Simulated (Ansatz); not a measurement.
# CdTe (F-43m) in Ansatz: notebook

The runs below take CdTe through relaxation of cell and atoms, single point, with PBEsol, PBE.

All numbers are computed with Ansatz 0.2.0; they aren't measurements. Logs are shortened: lines on timing, memory, paths and dates and some standing lists are left out, and cuts for length are marked.

**Experimental background.**

A printed reference work, data compilation reports, for a bulk crystal of CdTe at 0 K: band gap 1.607 eV.

How close the calculation comes is told below.

## Step 1: The structure

Symmetry: F-43m, No. 216, cubic system. Conventional cell: a = 6.410 Å, b = 6.410 Å, c = 6.410 Å, α = 90.00°, β = 90.00°, γ = 90.00°. Te (site symmetry -43m) has 4 Cd at 2.78 Å as nearest neighbours. Cd (site symmetry -43m) is surrounded by 4 Te at 2.78 Å.

## Step 2: Relaxation of cell and atoms, PBEsol

input.yaml

```yaml
crystal:
  lattice:
    - [0.0, 3.205, 3.205]
    - [3.205, 0.0, 3.205]
    - [3.205, 3.205, 0.0]
  atoms:
    - { symbol: Te, position: [0.75, 0.75, 0.75] }
    - { symbol: Cd, position: [0.0, 0.0, 0.0] }
hamiltonian:
  xc: pbesol
  pseudopotentials: { kind: paw }
kpoints:
  mp_grid: { grid: [7, 7, 7] }
scf:
  occupations: { method: fermi_dirac, width: 0.05 }
output:
  forces: true
  stress: true
  write_density: true
  write_potential: true
  elf: true
  volumetric_format: npy
relax:
  f_tol: 0.01
  max_steps: 40
  cell: { stress_tol: 0.05 }
```

Potentials or basis: Ansatz PAW.

Command:

```
ansatz run input.yaml --threads 2 --pin off --max-ram 5120MiB --backend cpu --events-out ev --progress --plain --runs-dir out
```

What it wrote:

```text
Warning: RAYON_NUM_THREADS=2 ignored (pool sized by the plan → 2); use --threads N
Engine: ansatz 0.2.0, aarch64-unknown-linux-gnu
Pseudopotentials: kind: paw
Pseudopotential: Te, paw, valence charge 16, recommended cutoff 420 eV (normal), Te.paw.azcp
Pseudopotential: Cd, paw, valence charge 20, recommended cutoff 420 eV (normal), Cd.paw.azcp
Functional definition: PBEsol
  exchange = pbesol_x
  correlation = pbesol_c
Crystal: 2 atoms, lattice volume = 65.844 Å³
Basis set: ecut = 420 eV, 1243 PW (Γ), exchange–correlation on 64×64×64 points (8 copies of the dense FFT grid, shifted against one another)
Bands: 22, of which v1, the nominal top of the filled ones, is band 18 counted from 1 (17 counted from 0)
Symmetry: 24 space group operations
Space group: F-43m (ITA 216), of the structure as read, at distance tolerance 4.0e-5 Å
k-points: 20 of 343 (time reversal used)
Non-local potential: Te, projectors of the file, l = 0: 2, l = 1: 2, l = 2: 2, l = 3: 2
Non-local potential: Cd, projectors of the file, l = 0: 3, l = 1: 2, l = 2: 2, l = 3: 1
PAW form: soft (Blöchl's): semilocal exchange-correlation on the pseudo side does not see the compensation charge
PAW frozen core: Te, regenerated for the run's functional, and the local potential with it (the file was generated under x = pbe(κ = 0.804, μ = 0.2195149727645171), c = pbe(β = 0.06672455060314922))
PAW frozen core: Cd, regenerated for the run's functional, and the local potential with it (the file was generated under x = pbe(κ = 0.804, μ = 0.2195149727645171), c = pbe(β = 0.06672455060314922))
PAW one-centre angular grid: Te, 590 points (default); XC on 64 Gauss nodes
PAW one-centre angular grid: Cd, 590 points (default); XC on 64 Gauss nodes
Initial density: superposition of atomic densities (neutral atoms: chi_scale 0, normalization atom), corrected by the library's trained network
Initial wavefunctions: pseudopotential atomic-orbital guess
Functional: x = pbesol(κ = 0.804, μ = 0.12345679012345678), c = pbesol(β = 0.046)
SCF iter   1: F=—  HF=-15086.332923 eV  |F-HF|=—  |Δ(HF+E_count)|=         —  Δρ=3.86e-3  dr2=1.25e-2  ethr=1.77e-3  ⟨swp⟩=6.1  Hψ=2092  notcnv=0
preconditioner: auto → none  [insulator: Δε(μ)=0.730 eV  Ē_g=11.427 eV  σ=0.050 eV  W_gap=1.00  n_scr=14 (ndim 8)  ℏωp=19.4 eV  f_vac=0.179  D(μ)=0.00/eV (n_scr^D=0)  ε∞_Penn≈3.9]
SCF iter   2: F=—  HF=-15086.328874 eV  |F-HF|=—  |Δ(HF+E_count)|=   4.05e-3  Δρ=9.19e-4  dr2=3.15e-4  ethr=3.48e-5  ⟨swp⟩=2.4  Hψ=934  notcnv=0
SCF iter   3: F=—  HF=-15086.329061 eV  |F-HF|=—  |Δ(HF+E_count)|=   1.87e-4  Δρ=4.29e-4  dr2=7.78e-5  ethr=8.75e-7  ⟨swp⟩=2.1  Hψ=595  notcnv=0
SCF iter   4: F=—  HF=-15086.329120 eV  |F-HF|=—  |Δ(HF+E_count)|=   5.90e-5  Δρ=1.98e-4  dr2=2.77e-5  ethr=2.16e-7  ⟨swp⟩=3.0  Hψ=767  notcnv=0
SCF iter   5: F=—  HF=-15086.329113 eV  |F-HF|=—  |Δ(HF+E_count)|=   6.85e-6  Δρ=2.32e-5  dr2=1.96e-7  ethr=7.68e-8  ⟨swp⟩=2.0  Hψ=600  notcnv=0
[... 43 lines left out ...]
SCF iter   6: F=—  HF=-15086.341579 eV  |F-HF|=—  |Δ(HF+E_count)|=   2.91e-8  Δρ=2.50e-7  dr2=2.65e-11  ethr=1.15e-12  ⟨swp⟩=2.0  Hψ=621  notcnv=0
SCF iter   7: F=-15086.341579 eV  HF=-15086.341579 eV  |F-HF|=3.64e-12  |Δ(HF+E_count)|=  4.95e-10  Δρ=2.27e-8  dr2=3.32e-13  ethr=1.00e-12  ⟨swp⟩=6.2  Hψ=1848  notcnv=0
SCF 5 converged in 7 iterations: F = -15086.341579 eV  dr2 = 3.32e-13
relax step   5: F+E_penalty+E_count = -15086.34157898 eV  Δ(F+E_penalty+E_count) = -4.216e-4 eV  max|allowed force component| = 3.759e-17 eV/Å  Δτ_max = 0.0000 Å  P = -0.002 GPa  Ω = 68.326 Å³  stress off target by 1.77e-3 GPa  SCF on the basis re-selected at this cell (its energy is not comparable with the rows above)  (7 SCF iters)
basis re-selected at this cell: Δ(F+E_penalty+E_count) = -4.216e-4 eV, ΔP = -0.004 GPa vs the last step (what re-selecting the basis moved, of the pressure what is left beyond the Pulay correction that the steps carried, after the strain that the cell walked since its last selection, with what the two solves' SCF thresholds leave and, on support functions, any second-order correction that the steps lacked; it is no measure of the basis error at this ecutwfc). This SCF's stress stands 1.77e-3 GPa from its target on what of the cell is left free (relax.cell.stress_tol is 5.00e-2 GPa) and its largest allowed force component is 3.76e-17 eV/Å (relax.f_tol is 1.00e-2 eV/Å): within both
SCF converged after 7 iterations
Free energy (F): -15086.341579 eV
Harris-Foulkes:  -15086.341579 eV  (|F-HF|=3.64e-12)
Internal energy: -15086.341566 eV  (E = F + TS)
E sigma→0 (E₀):  -15086.341572 eV
Entropy (-TS):   -0.000013 eV (-0.007 meV/atom)
Fermi energy:    7.621302 eV
--- Per-component energies (eV) ---
  E_band       = -795.187315
  E_kinetic    = 685.730596
  E_local      = -5431.349169  (includes V_loc(G=0)·N_el)
  E_nonlocal   = -271.200899
  E_hartree    = 2733.528051
  E_xc         = -298.584721
  E_vxc        = -324.916236  (∫ρ·V_xc dr)
  E_paw        = -8598.919398  (= ΣΔE_a)
  E_vpaw       = -920.507520  (= ΣTr[D̂ρ^β])
  E_aug_tail   = -0.000162  (compensation charges beyond the density's cutoff)
  E_ewald      = -3906.262638
  E_core_change = 0.716775  (= ΣΔE_core)
  E_smearing   = -0.000013  (= −TS)
  E_closure    = 0.000000  (closes the sum)
  Σ components = -15086.341579   (vs F -15086.341579, Δ=0.00e0)
--- Forces (eV/Å), atoms counted from 1 ---
  atom   1  Te     0.00000000    -0.00000000    -0.00000000
  atom   2  Cd     0.00000000     0.00000000     0.00000000
  max |Σ_I F_I| component: 4.97e-17 eV/Å
--- Stress (GPa, compression-positive) ---
       -0.001775       0.000000      -0.000000
        0.000000      -0.001775       0.000000
       -0.000000       0.000000      -0.001775
  P = ⅓ Tr σ = -0.0018 GPa (-0.018 kbar)
--- Band table (eV; the first three rows and the last of 20) ---
  k-point 0: bands = ["-94.7100", "-55.8028", "-55.8028", "-55.8028", "-28.7080", "-28.7080", "-28.7080", "-28.6997", "-28.6997", "-3.9264", "-0.9691", "-0.9691", "-0.9691", "-0.7069", "-0.7069", "7.2656", "7.2656", "7.2656", "7.9133", "11.8350", "11.8350", "11.8350"]
  k-point 1: bands = ["-94.7100", "-55.8028", "-55.8028", "-55.8028", "-28.7080", "-28.7079", "-28.7079", "-28.6997", "-28.6997", "-3.8507", "-0.9548", "-0.9548", "-0.9103", "-0.7080", "-0.7080", "5.7938", "7.0908", "7.0908", "8.9280", "11.8272", "12.1003", "12.1003"]
  k-point 2: bands = ["-94.7100", "-55.8029", "-55.8028", "-55.8028", "-28.7080", "-28.7078", "-28.7078", "-28.6996", "-28.6996", "-3.6794", "-0.9261", "-0.9261", "-0.7102", "-0.7063", "-0.7063", "4.1306", "6.7543", "6.7543", "9.1542", "12.4331", "12.4331", "12.8940"]
  k-point 19: bands = ["-94.7100", "-55.8029", "-55.8029", "-55.8029", "-28.7080", "-28.7078", "-28.7074", "-28.6997", "-28.6994", "-3.4116", "-0.8542", "-0.8396", "-0.7386", "-0.7038", "-0.1723", "3.0778", "4.7440", "5.4420", "10.8863", "11.9953", "13.0980", "13.9127"]
--- Relaxed structure (4 steps of the walk, 4 accepted, 1 SCFs on fresh bases) ---
  F+E_penalty+E_count = -15086.34157898 eV   max|allowed force component| = 3.759e-17 eV/Å   (the final SCF, on the basis selected at the relaxed cell)
  cell:  # Å, volume = 68.3259 Å³
    - [3.770575304342736e-33, 3.2447789263214344, 3.2447789263214344]
    - [3.2447789263214344, 1.0088836625133268e-32, 3.2447789263214344]
    - [3.2447789263214344, 3.2447789263214344, 7.744965490001295e-33]
  atoms:
    - { symbol: Te, position: [0.75, 0.75, 0.75] }
    - { symbol: Cd, position: [1.0591112408681755e-33, -9.33920786864845e-34, -1.0891569498289748e-33] }
```

Run time: 7.8 s. Hardware: 2 threads of Arm Neoverse V1, shared host; peak memory 0.36 GiB.

Results:

```
Free energy                            : -15086.3416 eV
Relaxed volume                         : 34.16 Å³/atom
Relaxed cell                           : a = 4.589 Å, b = 4.589 Å, c = 4.589 Å, α = 60.00°, β = 60.00°, γ = 60.00°
Space group after relaxing (to 0.05 Å) : F-43m (No. 216)
Energy gained by relaxing              : 6.2 meV/atom
Ionic steps                            : 5
Pressure after relaxing                : 0.0 GPa
Band gap on the k mesh                 : 0.65 eV, direct
```

The path:
```csv
step,energy change (eV),largest force (eV/Å),volume (Å³)
1,0.0000,0.0000,65.84
2,-0.0080,0.0000,69.78
3,-0.0120,0.0000,68.43
4,-0.0120,0.0000,68.33
5,-0.0125,0.0000,68.33
```

Final structure:
```yaml
crystal:
  lattice:
    - [0.00000, 3.24478, 3.24478]
    - [3.24478, 0.00000, 3.24478]
    - [3.24478, 3.24478, 0.00000]
  atoms:
    - { symbol: Te, position: [0.75000, 0.75000, 0.75000] }
    - { symbol: Cd, position: [0.00000, 0.00000, 0.00000] }
```

Levels at points of the mesh, in eV from the valence-band top:
```csv
k point,band 15,band 16,band 17,band 18,band 19,band 20,band 21,band 22
"(0.00, 0.00, 0.00)",-7.97,0.00,0.00,0.00,0.65,4.57,4.57,4.57
```

Caveat: odd divisions of the mesh miss points on the zone boundary, where band edges often lie, so the gap on the mesh can be too wide; the plane-wave basis is chosen anew once the cell has moved, so the energies of steps on either side of that aren't comparable; spin-orbit coupling is left out, which moves the levels of the heavy elements; the PAW data sets come from PBE, with cores solved anew for the run's functional, which leaves a small shift of forces and pressure. Expect the measured gap to be larger: semilocal functionals such as PBEsol lack the derivative discontinuity.

## Step 3: Single point, PBE

input.yaml

```yaml
crystal:
  lattice:
    - [0.0, 3.205, 3.205]
    - [3.205, 0.0, 3.205]
    - [3.205, 3.205, 0.0]
  atoms:
    - { symbol: Te, position: [0.75, 0.75, 0.75] }
    - { symbol: Cd, position: [0.0, 0.0, 0.0] }
hamiltonian:
  xc: pbe
  pseudopotentials: { kind: paw }
kpoints:
  mp_grid: { grid: [7, 7, 7] }
scf:
  occupations: { method: fermi_dirac, width: 0.05 }
basis:
  ecutwfc: "500 eV"
output:
  forces: true
  stress: true
  eigenvalues: true
```

Potentials or basis: Ansatz PAW.

Command:

```
ansatz run input.yaml --threads 2 --pin off --max-ram 5120MiB --backend cpu --events-out ev --progress --plain --runs-dir out
```

What it wrote:

```text
Warning: RAYON_NUM_THREADS=2 ignored (pool sized by the plan → 2); use --threads N
[... 4 set-up lines as earlier in the session ...]
Functional definition: PBE
  parameter kappa = 0.804
  parameter beta = 0.06672455060314922
  exchange = pbe_x(kappa = kappa, mu = beta*pi^2/3)
  correlation = pbe_c(beta = beta)
Crystal: 2 atoms, lattice volume = 65.844 Å³
Basis set: ecut = 500 eV, 1687 PW (Γ), exchange–correlation on 72×72×72 points (8 copies of the dense FFT grid, shifted against one another)
Bands: 22, of which v1, the nominal top of the filled ones, is band 18 counted from 1 (17 counted from 0)
[... 40 lines left out ...]
  E_smearing   = -0.000002  (= −TS)
  E_closure    = -0.000000  (closes the sum)
  Σ components = -15235.260220   (vs F -15235.260220, Δ=0.00e0)
--- Forces (eV/Å), atoms counted from 1 ---
  atom   1  Te     0.00000000     0.00000000     0.00000000
  atom   2  Cd    -0.00000000     0.00000000    -0.00000000
  max |Σ_I F_I| component: 1.32e-16 eV/Å
--- Stress (GPa, compression-positive) ---
        4.239968       0.000000      -0.000000
        0.000000       4.239968       0.000000
       -0.000000       0.000000       4.239968
  P = ⅓ Tr σ = 4.2400 GPa (42.400 kbar)
--- Band table (eV; the first three rows and the last of 20) ---
  k-point 0: bands = ["-94.2655", "-55.3265", "-55.3265", "-55.3265", "-28.1578", "-28.1578", "-28.1578", "-28.1485", "-28.1485", "-3.4290", "-0.4580", "-0.4580", "-0.4580", "-0.1716", "-0.1716", "7.9389", "7.9389", "7.9389", "8.8120", "12.5344", "12.5344", "12.5344"]
  k-point 1: bands = ["-94.2655", "-55.3265", "-55.3265", "-55.3265", "-28.1579", "-28.1578", "-28.1578", "-28.1485", "-28.1485", "-3.3480", "-0.4424", "-0.4424", "-0.3957", "-0.1729", "-0.1729", "6.4677", "7.7523", "7.7523", "9.7777", "12.5830", "12.8118", "12.8118"]
  k-point 2: bands = ["-94.2655", "-55.3266", "-55.3265", "-55.3265", "-28.1579", "-28.1576", "-28.1576", "-28.1484", "-28.1484", "-3.1653", "-0.4109", "-0.4109", "-0.1791", "-0.1711", "-0.1711", "4.7227", "7.3947", "7.3947", "9.9648", "13.1539", "13.1539", "13.7568"]
  k-point 19: bands = ["-94.2655", "-55.3266", "-55.3266", "-55.3265", "-28.1580", "-28.1577", "-28.1572", "-28.1485", "-28.1481", "-2.8816", "-0.3322", "-0.3161", "-0.2063", "-0.1689", "0.4241", "3.6112", "5.2843", "6.0110", "11.6628", "12.7959", "13.9004", "14.6948"]
```

It took 2 s on 2 threads of Arm Neoverse V1, shared host; peak memory 0.36 GiB.

Results:

* Free energy: -15235.2602 eV
* Pressure: 4.2 GPa
* Band gap on the k mesh: 0.87 eV, direct

Caveat: odd divisions of the mesh miss points on the zone boundary, where band edges often lie, so the gap on the mesh can be too wide; spin-orbit coupling is left out, which moves the levels of the heavy elements.

## Step 4: Comparison with measurements

Step 3. A measured gap of CdTe is 1.607 eV (0 K; a printed reference work, data compilation); the calculated 0.87 eV misses it by -0.73 eV. Spin-orbit coupling on Cd, Te is left out. The value is that of PBE, without temperature or zero-point motion. Semilocal functionals fall short of measured gaps as a rule.
